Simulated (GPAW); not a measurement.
# Ti3Al (P-6m2) in GPAW: equation of state with LDA

Aim: the equation of state of Ti3Al with LDA.

All numbers are computed with GPAW 26.7.0; they aren't measurements. Logs are shortened: lines on timing, memory, paths and dates and some standing lists are left out, and cuts for length are marked. The log counts tension as positive stress, the text compression.

## (1) Starting point

It takes space group P-6m2 (No. 187, hexagonal). The conventional cell has a = 2.928 Å, b = 2.928 Å, c = 9.226 Å, α = 90.00°, β = 90.00°, γ = 120.00°. Ti (site symmetry 3m) is surrounded by 9 Ti at 2.86 to 2.93 Å and 3 Al at 2.86 Å. Around Ti (site symmetry -6m2) lie 12 Ti at 2.86 to 2.93 Å. Around Al (site symmetry -6m2) lie 6 Ti at 2.86 Å and 6 Al at 2.93 Å.

The cell comes from a database or a generator and needn't be the stable form of this composition.

## (2) Equation of state, LDA

run.py reads:

```python
from ase import Atoms
from ase.eos import EquationOfState
from ase.io import Trajectory
from ase.units import GPa
from gpaw import GPAW, PW

atoms = Atoms(['Ti', 'Ti', 'Ti', 'Al'],
              cell=[[2.9275422229, 0.0, 0.0],
                    [-1.4637711114, 2.5353259357, 0.0],
                    [0.0, 0.0, 9.226362]],
              scaled_positions=[[0.3333333333, 0.6666666667, 0.249406],
                                [0.3333333333, 0.6666666667, 0.750594],
                                [0.6666666667, 0.3333333333, 0.0],
                                [0.6666666667, 0.3333333333, 0.5]],
              pbc=True)

traj = Trajectory('eos.traj', 'w')
volumes, energies = [], []
for x in [0.94, 0.96, 0.98, 1.0, 1.02, 1.04, 1.06]:
    a = atoms.copy()
    a.set_cell(atoms.cell * x**(1 / 3), scale_atoms=True)
    calc = GPAW(mode=PW(600),
                xc='LDA',
                kpts={'size': (8, 8, 3), 'gamma': True},
                occupations={'name': 'fermi-dirac', 'width': 0.05},
                nbands=37,
                convergence={'density': 1e-05, 'energy': 1e-05},
                maxiter=150,
                txt=f'eos-{x:.2f}.txt')
    a.calc = calc
    energies.append(a.get_potential_energy(force_consistent=True))
    volumes.append(a.get_volume())
    p = -a.get_stress()[:3].mean() / GPa
    calc.write(f'eos-{x:.2f}.gpw')
    traj.write(a)
    print(f'{x:.2f} {volumes[-1]:10.4f} A^3 {energies[-1]:14.6f} eV {p:9.3f} GPa', flush=True)

v0, e0, B = EquationOfState(volumes, energies, eos='birchmurnaghan').fit()
print(f'V0 = {v0:.4f} A^3, E0 = {e0:.6f} eV, B0 = {B / GPa:.2f} GPa')
```

Potentials or basis: the program's PAW data sets (release 1.2.1) made for this functional, pw.

Started as:

```console
$ OMP_NUM_THREADS=1 python run.py
```

The log of the run:

```text
__  _  _
 | _ |_)|_||  |
 |__||  | ||/\| - 26.7.0

Input parameters:
  mode=PW(ecut=600.0),
  convergence={'density': 1e-05, 'energy': 1e-05},
  kpts=MonkhorstPack(size=(8, 8, 3), gamma=True),
  maxiter=150,
  nbands=37,
  occupations=Occupations(name='fermi-dirac', width=0.05),
  xc=XC(name='LDA')

Diagonalizing LCAO Hamiltonian
Converting LCAO to pw mode

        Ti

          Al

        Ti

          Ti

Atoms  # Å, Bohr magnetons
|   | symbol |         x |        y |        z |    initial magnetic moments |
|---|--------|-----------|----------|----------|-----------------------------|
| 0 |     Ti | -0.000000 | 1.655713 | 2.254135 | ( 0.0000,  0.0000,  0.0000) |
| 1 |     Ti | -0.000000 | 1.655713 | 6.783881 | ( 0.0000,  0.0000,  0.0000) |
| 2 |     Ti |  1.433890 | 0.827857 | 0.000000 | ( 0.0000,  0.0000,  0.0000) |
| 3 |     Al |  1.433890 | 0.827857 | 4.519008 | ( 0.0000,  0.0000,  0.0000) |

Unit cell  # Å
| periodic |         x |        y |        z |  lengths |     angles |
|----------|-----------|----------|----------|----------|------------|
|      yes |  2.867780 | 0.000000 | 0.000000 | 2.867780 |  90.000000 |
|      yes | -1.433890 | 2.483570 | 0.000000 | 2.867780 |  90.000000 |
|      yes |  0.000000 | 0.000000 | 9.038016 | 9.038016 | 120.000000 |

Number of symmetries: 12
Symmetry operations  # r_c * U_cc + t_c -> r_c
|    | kind |            matrix            |
|----|------|------------------------------|
|  0 |  σ   |  1, 1, 0,  0,-1, 0,  0, 0, 1 |
|  1 |  C2  |  1, 1, 0,  0,-1, 0,  0, 0,-1 |
|  2 |  E   |  1, 0, 0,  0, 1, 0,  0, 0, 1 |
|  3 |  σ   |  1, 0, 0,  0, 1, 0,  0, 0,-1 |
|  4 |  C3  |  0, 1, 0, -1,-1, 0,  0, 0, 1 |
|  5 |  S3  |  0, 1, 0, -1,-1, 0,  0, 0,-1 |
|  6 |  σ   |  0,-1, 0, -1, 0, 0,  0, 0, 1 |
|  7 |  C2  |  0,-1, 0, -1, 0, 0,  0, 0,-1 |
|  8 |  σ   | -1, 0, 0,  1, 1, 0,  0, 0, 1 |
|  9 |  C2  | -1, 0, 0,  1, 1, 0,  0, 0,-1 |
| 10 |  C3  | -1,-1, 0,  1, 0, 0,  0, 0, 1 |
| 11 |  S3  | -1,-1, 0,  1, 0, 0,  0, 0,-1 |

BZ-sampling:
  Number of BZ points: 192
  Number of IBZ points: 20

  Monkhorst-Pack size: [8, 8, 3]
  Monkhorst-Pack shift: [0.0625, 0.0625, 0.0]

K-points  # in reciprocal-cell coordinates
|     |                                coordinates |     weight |
|-----|--------------------------------------------|------------|
|   0 | (  0.00000000,   0.00000000,   0.00000000) | 0.00520833 |
|   1 | (  0.00000000,   0.00000000,   0.33333333) | 0.01041667 |
|   2 | (  0.12500000,   0.00000000,   0.00000000) | 0.03125000 |
|   3 | (  0.12500000,   0.00000000,   0.33333333) | 0.06250000 |
|   4 | (  0.25000000,  -0.12500000,   0.00000000) | 0.03125000 |
|   5 | (  0.25000000,  -0.12500000,   0.33333333) | 0.06250000 |
|   6 | (  0.25000000,   0.00000000,   0.00000000) | 0.03125000 |
|   7 | (  0.25000000,   0.00000000,   0.33333333) | 0.06250000 |
|   8 | (  0.37500000,  -0.12500000,   0.00000000) | 0.06250000 |
|   9 | (  0.37500000,  -0.12500000,   0.33333333) | 0.12500000 |
| ... |                                            |            |
|  19 | (  0.50000000,   0.50000000,   0.33333333) | 0.03125000 |

Plane wave coefficients: 2164
Cutoff: 600.0 eV

Spin-components: 1 (collinear spins)
Bands:           37
Projectors:      23
Spin-degeneracy: 2
Datatype:        complex128

Parallelization:
  kpt:    1
  domain: 1
  band:   1

Density:
  Valence electrons: 39.0
  Components: 1
  Grid points: [18 18 54]
  Charge: 0.0  # |e|

Potential:
  Grid points: [18 18 54]

species:
  Ti:
    name:    Titanium
    Z:       22.0
    valence: 12
    core:    10
    charge:  0.0  # [|e|]
    compensation charges:
      type: gauss
      rc: 0.38  # [Å]
      lmax: 2
    cutoffs:
      filter: 2.23  # [Å]
      core: 1.02  # [Å]
    projectors
    | kind |    occ | energy [eV] | rcut [Å] |
    |------|--------|-------------|----------|
    |   3s |  2.000 |     -62.257 |    1.270 |
    |   4s |  2.000 |      -4.593 |    1.270 |
    |   3p |  6.000 |     -38.791 |    1.058 |
    |   4p |  0.000 |      -1.536 |    1.058 |
    |   3d |  2.000 |      -4.463 |    1.058 |
    |    d |        |      22.748 |    1.058 |

    Using partial waves for Ti as LCAO basis

  Al:
    name:    Aluminium
    Z:       13.0
    valence: 3
    core:    10
    charge:  0.0  # [|e|]
    compensation charges:
      type: gauss
      rc: 0.34  # [Å]
      lmax: 2
    cutoffs:
      filter: 1.91  # [Å]
      core: 2.36  # [Å]
    projectors
    | kind |    occ | energy [eV] | rcut [Å] |
    |------|--------|-------------|----------|
    |   3s |  2.000 |      -7.830 |    1.085 |
    |   3p |  1.000 |      -2.783 |    1.085 |
    |    s |        |      19.382 |    1.085 |
    |    p |        |      24.428 |    1.085 |
    |    d |        |       0.000 |    1.085 |

    Using partial waves for Al as LCAO basis

Reference energy: -76100.268485  # eV

eigensolver:
  PPCG
  Converge bands: occupied
  niter=2

density mixing:
  MSR1-Mixer
  Pratt-step length: 0.05
  Maximum mixing coefficient: 0.75
  Old densities: 10
  SVD Regularization: 0.005
  Good broyden scale: 1.0
  Trust region scale: 1.0
  Backstep threshold: 4.0
  History deletion threshold: 6.0
  Fourier metric: weight=20.0, sigma=0.015

occupation numbers:
  Fermi-Dirac:
    width: 0.0500  # eV

poisson solver:
  ecut: 4800.0  # eV

xc functional:
  name: None

convergence criteria:
- Maximum integral of absolute [dens]ity change: 1e-05 electrons / valence electron
- Maximum [total energy] change in last 3 cyles: 1e-05 eV / valence electron
- Maximum integral of absolute [eigenst]ate change: 4e-08 eV^2 / valence electron
maximum number of iterations: 150

SCF iterations
|iter     | |      energy | eigst |  dens |
|---------|-|-------------|-------|-------|
|iter:   1| |  -27.749971 | -0.02 |       |
|iter:   2| |  -27.627231 | -2.29 | -1.24 |
|iter:   3| |  -30.020628 | -0.59 | -1.26 |
|iter:   4| |  -30.755296 | -1.04 | -0.91 |
|iter:   5| |  -27.191069 | -1.40 | -0.91 |
|iter:   6| |  -27.067036 | -2.36 | -1.59 |
|iter:   7| |  -27.098898 | -2.47 | -1.98 |
|iter:   8| |  -27.064307 | -3.04 | -1.89 |
|iter:   9| |  -27.064308 | -4.29 | -2.56 |
|iter:  10| |  -27.063142 | -4.36 | -2.66 |
|iter:  11| |  -27.063135 | -5.50 | -3.58 |
|iter:  12| |  -27.063131c| -6.67 | -4.07 |
|iter:  13| |  -27.063131c| -7.82c| -4.34 |
|iter:  14| |  -27.063131c| -8.74c| -5.46c|

Converged in 14 steps
Energy contributions relative to reference atoms: (reference = -76100.268485)

Energy contributions:
  Kinetic:          27.804046
  Coulomb:         -23.435364
  Zero:             -0.017881
  External:          0.000000
  Xc:              -31.396044
  Entropy:          -0.035775
  Spinorbit:         0.000000
  ----------------------------
  Free energy:     -27.081019
  Extrapolated:    -27.063131

dipole moment: (-0.541600, 0.312693, -28.881870)  # |e|*Ang

Fermi level: 8.283
Eigenvalues  # (at kpt = [0.000, 0.000, 0.000])
| band index |      eig [eV] | occ [0-2] |
|------------|---------------|-----------|
|          0 |       -47.685 |     2.000 |
|        ... |               |           |
|          9 |       -23.841 |     2.000 |
|         10 |       -23.792 |     2.000 |
|         11 |       -23.792 |     2.000 |
|         12 |        -0.360 |     2.000 |
|         13 |         3.256 |     2.000 |
|         14 |         3.468 |     2.000 |
[... 8 lines left out ...]
|         23 |         9.591 |     0.000 |
|         24 |         9.591 |     0.000 |
|        ... |               |           |
|         36 |        23.514 |     0.000 |

No gap
No difference between direct/indirect transitions

Stress tensor  # eV/Ang^3
|         x |         y |        z |
|-----------|-----------|----------|
|  0.004952 | -0.000000 | 0.000000 |
| -0.000000 |  0.004952 | 0.000000 |
|  0.000000 |  0.000000 | 0.003835 |

# Writing to eos-0.94.gpw (mode='')
```

Wall time 5.1 min (1 thread of Arm Neoverse V2, shared host); peak memory 0.37 GiB.

What came out:

| Property | Result |
| --- | --- |
| Equilibrium volume | 16.09 Å³/atom (rough: see the caveat) |
| Bulk modulus at fixed shape and positions | 122 GPa (rough) |

Energy against volume, from the lowest point:
```
volume (Å³/atom)  energy (meV/atom)
          16.093               0.00
          16.435               2.71
          16.778              10.45
          17.120              22.76
          17.463              39.24
          17.805              59.41
          18.147              83.01
```

Caveat: the minimum lies outside the volumes run; the cell was scaled at fixed shape and fractional positions, which overstates the stiffness of a crystal with free parameters, most of all of layers and chains.
